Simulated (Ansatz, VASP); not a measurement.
**Two plane-wave programs on H**

```xyz
1
Lattice="2.3847 0.0000 0.0000 0.0000 2.6496 0.0000 0.0000 0.0000 0.9805" Properties=species:S:1:pos:R:3 pbc="T T T"
H     0.0000    0.0000    0.4902
```

Change from the starting cell: strain -0.1000 x Voigt [1, 0, 0, 0, 0, 0], atoms carried along.

Alike in both runs: task single point; functional PBEsol; k mesh 10 × 10 × 26; occupations gaussian, width 0.05 eV; no spin polarisation.

```csv
,VASP,Ansatz
version,VASP 6.6.1,Ansatz 0.2.0
potentials or method,"VASP PAW PBE potentials, release 64 (H)","scalar-relativistic, plane waves, PAW"
plane-wave cutoff (eV),520,420
valence electrons in the cell,1,1
```

|  | VASP | Ansatz | Ansatz less VASP |
| --- | --- | --- | --- |
| gap on the k mesh at the Fermi level (eV) | none | none | - |
| pressure (GPa) | 2.3 | 2.6 | +0.27 |
| largest component of the traceless stress (GPa) | 2.02 | 1.99 | -0.032 |

A gap of «none» marks a metal or a gap that the smearing closes. With one functional, cell and mesh, what is left measures potentials, basis and numerics.

Caveats: the PAW data sets were made with another functional, which shifts forces and pressure a little (VASP).
